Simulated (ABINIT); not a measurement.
## A GW chain in ABINIT: CdS (Greenockite)

Aim: the G0W0 gap of CdS (Greenockite) on PBE, step by step.

Method: PBE and many-body steps on it, plane waves, in ABINIT 10.8.3.

Report form: the programs' logs are mostly left out.

The database entry behind the starting cell differs from later determinations by our own check (about 0.35 % long), so it need not match the best structure at ambient conditions.

## (1) Starting point

It takes space group P6_3mc (No. 186, hexagonal). The conventional cell has a = 4.150 Å, b = 4.150 Å, c = 6.737 Å, α = 90.00°, β = 90.00°, γ = 120.00°. Nearest to Cd lie 4 S at 2.53 to 2.54 Å. S has 4 Cd at 2.53 to 2.54 Å nearest. Farther neighbours and most contacts between anions are not listed.

The cell and positions come from the Crystallography Open Database and are kept as given unless a step says otherwise.

## (2) Ground state

This step: ABINIT 10.8.3; DFT, PBE, plane waves, norm-conserving pseudopotentials.

The ground-state density comes first.

Input file run.abi:

```
acell 3*1.0 Angstrom
rprim 
  4.149999999997 0.000000000001 0.000000000000
  -2.074999999999 3.594005425702 0.000000000000
  0.000000000000 0.000000000000 6.737000000000
ntypat 2
znucl 48 16
natom 4
typat 1 1 2 2
xred 
  0.333333333333 0.666666666667 0.000000000000
  0.666666666667 0.333333333333 0.500000000000
  0.333333333333 0.666666666667 0.375000000000
  0.666666666667 0.333333333333 0.875000000000
pp_dirpath "pseudos"
pseudos "Cd.upf, S.upf"
ecut 47
ngkpt 3 3 4
nshiftk 1
shiftk 0 0 0
kptopt 1
chksymbreak 0
nband 32
occopt 1
tolvrs 1e-08
nstep 60
prtwf 0
optforces 0
optstress 0
indata_prefix "in"
outdata_prefix "out"
tmpdata_prefix "tmp"
```

Launch:

```bash
> OMP_NUM_THREADS=1 mpirun -n 8 abinit run.abi > log
```

The job ended after 37 s (8 MPI ranks of Arm Neoverse V1, shared host; peak memory 0.86 GiB).

This step gave:

```
total energy               : -10145.2389 eV
gap                        : 1.175 eV
k of the valence top       : 0, 0, 0
k of the conduction bottom : 0, 0, 0
least direct gap           : 1.175 eV
```

The gap is direct, at Γ.

## (3) Bands along the symmetry lines

The cheap functional maps the bands first; the places of the edges decide which points the dearer methods must see.

Input file run.abi:

```
acell 3*1.0 Angstrom
rprim 
  4.149999999997 0.000000000001 0.000000000000
  -2.074999999999 3.594005425702 0.000000000000
  0.000000000000 0.000000000000 6.737000000000
ntypat 2
znucl 48 16
natom 4
typat 1 1 2 2
xred 
  0.333333333333 0.666666666667 0.000000000000
  0.666666666667 0.333333333333 0.500000000000
  0.333333333333 0.666666666667 0.375000000000
  0.666666666667 0.333333333333 0.875000000000
pp_dirpath "pseudos"
pseudos "Cd.upf, S.upf"
ecut 47
iscf -2
irdden 1
kptopt 0
nkpt 39
kpt 
  0.00000000 0.00000000 0.00000000
  0.12500000 0.00000000 0.00000000
  0.25000000 0.00000000 0.00000000
  0.37500000 0.00000000 0.00000000
  0.50000000 0.00000000 0.00000000
  0.45833333 0.08333333 0.00000000
  0.41666666 0.16666666 0.00000000
  0.37500000 0.25000000 0.00000000
  0.33333333 0.33333333 0.00000000
  0.25000000 0.25000000 0.00000000
  0.16666666 0.16666666 0.00000000
  0.08333333 0.08333333 0.00000000
  0.00000000 0.00000000 0.00000000
  0.00000000 0.00000000 0.12500000
  0.00000000 0.00000000 0.25000000
  0.00000000 0.00000000 0.37500000
  0.00000000 0.00000000 0.50000000
  0.12500000 0.00000000 0.50000000
  0.25000000 0.00000000 0.50000000
  0.37500000 0.00000000 0.50000000
  0.50000000 0.00000000 0.50000000
  0.45833333 0.08333333 0.50000000
  0.41666666 0.16666666 0.50000000
  0.37500000 0.25000000 0.50000000
  0.33333333 0.33333333 0.50000000
  0.25000000 0.25000000 0.50000000
  0.16666666 0.16666666 0.50000000
  0.08333333 0.08333333 0.50000000
  0.00000000 0.00000000 0.50000000
  0.50000000 0.00000000 0.50000000
  0.50000000 0.00000000 0.37500000
  0.50000000 0.00000000 0.25000000
  0.50000000 0.00000000 0.12500000
  0.50000000 -0.00000000 0.00000000
  0.33333333 0.33333333 0.50000000
  0.33333333 0.33333333 0.37500000
  0.33333333 0.33333333 0.25000000
  0.33333333 0.33333333 0.12500000
  0.33333333 0.33333333 0.00000000
istwfk *1
nband 33
nbdbuf 2
tolwfr 1e-08
nstep 40
prtwf 0
prtvol 0
indata_prefix "in"
outdata_prefix "out"
tmpdata_prefix "tmp"
```

Wall time 53 s (8 MPI ranks); peak memory 0.82 GiB; 7 min of CPU time.

This step gave:

- gap: 1.175 eV
- k of the valence top: 0, 0, 0
- k of the conduction bottom: 0, 0, 0
- least direct gap: 1.175 eV

The gap is 1.175 eV, as in the run before at this level.

The electronic bands at the labelled points (eV, zero at the top of the highest filled band):

```csv
point,band 23,band 24,band 25,band 26,band 27,band 28,band 29,band 30
Γ,-0.76,-0.05,0.00,0.00,1.18,2.76,6.44,6.44
halfway,-1.92,-1.35,-0.50,-0.37,2.95,3.98,5.48,6.38
M,-2.63,-1.85,-1.29,-0.73,3.69,3.86,5.09,6.36
halfway,-2.66,-2.15,-1.43,-1.18,4.29,4.67,4.92,6.42
K,-3.05,-1.84,-1.84,-1.59,4.63,5.05,5.05,7.14
halfway,-2.37,-1.64,-0.65,-0.62,3.37,4.49,5.54,5.78
Γ,-0.76,-0.05,0.00,0.00,1.18,2.76,6.44,6.44
halfway,-0.65,-0.65,-0.12,-0.12,2.06,2.84,6.28,6.51
A,-0.39,-0.39,-0.39,-0.39,2.82,2.82,6.16,6.16
halfway,-1.31,-1.31,-0.88,-0.88,3.79,3.79,5.39,5.39
L,-1.32,-1.32,-1.32,-1.32,3.46,3.46,5.36,5.36
halfway,-1.93,-1.93,-1.16,-1.16,3.98,3.98,5.69,5.69
H,-2.38,-2.38,-1.11,-1.11,4.36,4.36,6.08,6.08
halfway,-1.33,-1.33,-1.17,-1.17,4.11,4.11,5.40,5.40
A,-0.39,-0.39,-0.39,-0.39,2.82,2.82,6.16,6.16
jump to L,-1.32,-1.32,-1.32,-1.32,3.46,3.46,5.36,5.36
halfway,-2.12,-1.70,-1.11,-0.91,3.30,3.89,5.55,5.61
M,-2.63,-1.85,-1.29,-0.73,3.69,3.86,5.09,6.36
jump to H,-2.38,-2.38,-1.11,-1.11,4.36,4.36,6.08,6.08
halfway,-2.86,-1.85,-1.47,-1.47,4.75,4.75,5.07,6.71
K,-3.05,-1.84,-1.84,-1.59,4.63,5.05,5.05,7.14
```

## (4) Empty states on the mesh, 3×3×2 mesh, 91 bands

The sums over transitions need many empty states on a uniform mesh; this step solves for them.

Input file run.abi:

```
acell 3*1.0 Angstrom
rprim 
  4.149999999997 0.000000000001 0.000000000000
  -2.074999999999 3.594005425702 0.000000000000
  0.000000000000 0.000000000000 6.737000000000
ntypat 2
znucl 48 16
natom 4
typat 1 1 2 2
xred 
  0.333333333333 0.666666666667 0.000000000000
  0.666666666667 0.333333333333 0.500000000000
  0.333333333333 0.666666666667 0.375000000000
  0.666666666667 0.333333333333 0.875000000000
pp_dirpath "pseudos"
pseudos "Cd.upf, S.upf"
ecut 47
ngkpt 3 3 2
nshiftk 1
shiftk 0 0 0
kptopt 1
chksymbreak 0
iscf -2
irdden 1
istwfk *1
nband 91
nbdbuf 8
tolwfr 1e-09
nstep 60
prtvol 0
indata_prefix "in"
outdata_prefix "out"
tmpdata_prefix "tmp"
```

Launch:

```bash
> OMP_NUM_THREADS=1 mpirun -n 6 abinit run.abi > log
```

Run time: 42 s. Hardware: 6 MPI ranks; peak memory 0.6 GiB.

This step gave:

```yaml
gap: 1.175 eV
k_of_the_valence_top: 0, 0, 0
k_of_the_conduction_bottom: 0, 0, 0
least_direct_gap: 1.175 eV
k_points_computed: 6
lowest_point_of_the_top_converged_band_above_the_valence_top: 34.12 eV
```

On this mesh the gap is 1.175 eV.

## (5) Screening, 3×3×2 mesh, 83 bands, screening to 87.1 eV

The RPA dielectric matrix is built and inverted for each q.

This step: RPA screening on PBE, plane waves, norm-conserving pseudopotentials.

Edit run.abi of step 4 so:

```diff
@@ -22,10 +22,11 @@
 chksymbreak 0
-iscf -2
-irdden 1
 istwfk *1
-nband 91
-nbdbuf 8
-tolwfr 1e-09
-nstep 60
-prtvol 0
+occopt 1
+irdwfk 1
+optdriver 3
+nband 83
+ecuteps 3.2
+inclvkb 2
+awtr 1
+symchi 1
 indata_prefix "in"
```

Launch:

```bash
> OMP_NUM_THREADS=1 mpirun -n 8 abinit run.abi > log
```

Run time: 19 s. Hardware: 8 MPI ranks; peak memory 1.9 GiB.

Numbers from this step:

| Quantity | Value |
| --- | --- |
| ε∞ with local fields, on this mesh, along the program's q direction | 13.87 |
| the same without local fields | 14.66 |
| plasma frequency | 26.71 eV |
| plane waves in the screening matrix | 185 |

Local fields lower ε∞ by 5 %. On a Γ-centred mesh this coarse the value itself is usually too large, while a short band sum pulls it down.

## (6) Self-energy, 3×3×2 mesh, 83 bands, screening to 87.1 eV

The self-energy is evaluated for the states that the input lists, and the levels follow from it, in one-shot runs by the linearised quasiparticle equation.

This step: G0W0 on PBE, plane waves, norm-conserving pseudopotentials.

Edit run.abi of step 5 so:

```diff
@@ -25,8 +25,15 @@
 irdwfk 1
-optdriver 3
+optdriver 4
 nband 83
+gwcalctyp 0
+ecutsigx 47
+symsigma 1
+nkptgw 1
+kptgw 
+  0.0000000000 0.0000000000 0.0000000000
+bdgw 
+  25 28
 ecuteps 3.2
-inclvkb 2
-awtr 1
-symchi 1
+irdscr 1
+ppmodel 1
 indata_prefix "in"
```

The job ended after 4.1 s (8 MPI ranks; peak memory 1.5 GiB).

This step gave:

```
G0W0 gap on the points computed              : 2.04 eV
starting gap on the mesh                     : 1.175 eV
k of the valence top                         : 0, 0, 0
k of the conduction bottom                   : 0, 0, 0
Z at the valence top                         : 0.782
Z at the conduction bottom                   : 0.813
least direct G0W0 gap on the computed points : 2.04 eV
```

The gap on the mesh goes from 1.18 eV to 2.04 eV, a correction of +0.86 eV.

Limits: finite bands, cutoff and mesh; no spin-orbit coupling; coarse k mesh. v1 is the top filled band, c1 the lowest empty one. The levels before and after the correction (eV, zero at the valence-band top of each column):

```csv
,conduction bottom,valence top
Kohn-Sham,1.18,0.00
G0W0,2.04,0.00
```

```csv
,level,energy (eV)
Kohn-Sham,Γ v2-v1,0.000
Kohn-Sham,Γ c1,1.175
Kohn-Sham,Γ c2,2.764
G0W0,Γ v2-v1,0.000
G0W0,Γ c1,2.040
G0W0,Γ c2,3.787
```

## (7) Where the time went

Times are wall times on the hardware named with each run, good to a factor of about two.

```csv
step,time,share,memory (GiB)
ground state,37 s,24 %,0.86
bands along the symmetry lines,53 s,34 %,0.82
empty states on the mesh,42 s,27 %,0.6
screening,19 s,12 %,1.9
self-energy,4.1 s,3 %,1.5
```

## (8) Summary of results

| Item | Value |
| --- | --- |
| PBE gap | 1.18 eV, direct |
| G0W0 gap on the mesh | 2.04 eV |
| GW settings | 3×3×2 mesh, 83 bands, screening to 87.1 eV, Godby-Needs plasmon pole |
| known limits | not at the basis limit; no spin-orbit coupling; coarse k mesh |

G0W0 moves the gap on the mesh from 1.18 eV to 2.04 eV (+0.86 eV), with Z of 0.78 and 0.81 at the edges. Local fields lower the RPA ε∞ on this mesh from 14.66 to 13.87; a Γ-centred mesh this coarse tends to raise both, most where the direct gap is narrow, while a short band sum lowers them. Only 1 of the mesh's irreducible points was corrected, so a valley elsewhere could overtake. Bands and cutoff are finite, so the gap is not at the basis limit. The miss can reach some tenths of an eV and take either sign; the mesh is an error of its own. In the G0W0 run levels were corrected at 1 k point alone, so a gap called «on the mesh» is the least over those, and an edge elsewhere would be missed. The 3×3×2 mesh is coarse for this cell, which bears on the long-range parts of exchange and screening. The many-body steps are scalar-relativistic: spin-orbit coupling is not in them.

[Paths, hosts, dates, memory and timing lines, banners, echoed tables and standing remarks are left out of the program output.]

[Logs are printed without paths, hosts, clocks, repeated set-up lines and the standing remarks that a program may print on its own settings, such as how far it seeks lower states.]

[Runs of the session that timed out or met a known fault of the program may be left out.]

[Hosts, paths, dates, database ids (printed as entryN), source tags and the programs' standing remarks are cut or masked in the printed files.]

[G0W0 gaps are taken among the corrected bands and points alone; a level outside them can change the order at an edge.]

[Where Ansatz stands beside ABINIT at settings called matched, ABINIT's density can come from a denser mesh and the files from another edition; pairs whose starting gaps differed by over 0.03 eV were left out, so agreement reads better than it is.]
